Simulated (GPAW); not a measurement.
Runs of GPAW 26.7.0 on Al. The structure is cubic, space group Fm-3m (No. 225). Conventional cell: a = 4.050 Å, b = 4.050 Å, c = 4.050 Å, α = 90.00°, β = 90.00°, γ = 90.00°. Around Al (site symmetry m-3m) lie 12 Al at 2.86 Å. 

```csv
task,level,potentials or basis,cell,k mesh,cutoff (eV),smearing,optimizer,fmax,max steps,convergence,band path,gap on the mesh (eV),pressure (GPa),relaxed volume (Å³/atom)
relaxation of cell and atoms,PBE+D3(BJ),"GPAW PAW data sets (gpaw-data 1.2.1), pw",relaxed,11 × 11 × 11,600,fermi-dirac 0.05 eV,LBFGS,0.05 eV/Å,100,density=1e-05 forces=0.0001,-,none,0.2,(b)
relaxation of cell and atoms,PBEsol,"PAW data sets generated in the run's folder for this functional, pw",relaxed,11 × 11 × 11,600,fermi-dirac 0.05 eV,BFGS,0.02 eV/Å,60,density=1e-05 forces=0.0001,-,none,0.0,16.23
single point,LDA,"the program's PAW data sets (release 1.2.1) made for this functional, pw",as given,9 × 9 × 9,450,fermi-dirac 0.01 eV,-,-,-,-,-,none,-3.3,-
band structure,r4SCAN,"GPAW PAW data sets (gpaw-data 1.2.1), pw",as given,11 × 11 × 11,600,fermi-dirac 0.05 eV,-,-,-,-,"GXWKGLUWLK,UX",-,-3.0,-
single point,PBEsol,"PAW data sets generated in the run's folder for this functional, pw",as given,11 × 11 × 11,600,fermi-dirac 0.05 eV,-,-,-,-,-,none,(a),-
```

Alike in all rows: no spin polarisation.

Q: Estimate the missing entries.

A: (a) -1.8; (b) 15.83.

Caveats: later steps reuse the first step's grids (some runs); pairwise dispersion overbinds metals, which lowers pressure and volume (some runs); the cutoff is short for stress and forces, so pressures can be off by a GPa or more (some runs); the PAW data sets were made with another functional, which shifts forces and pressure a little (some runs).

A k mesh can miss the band edges.

A gap of «none» marks a metal or a gap under the smearing width.

Not every run made on this cell is shown here.
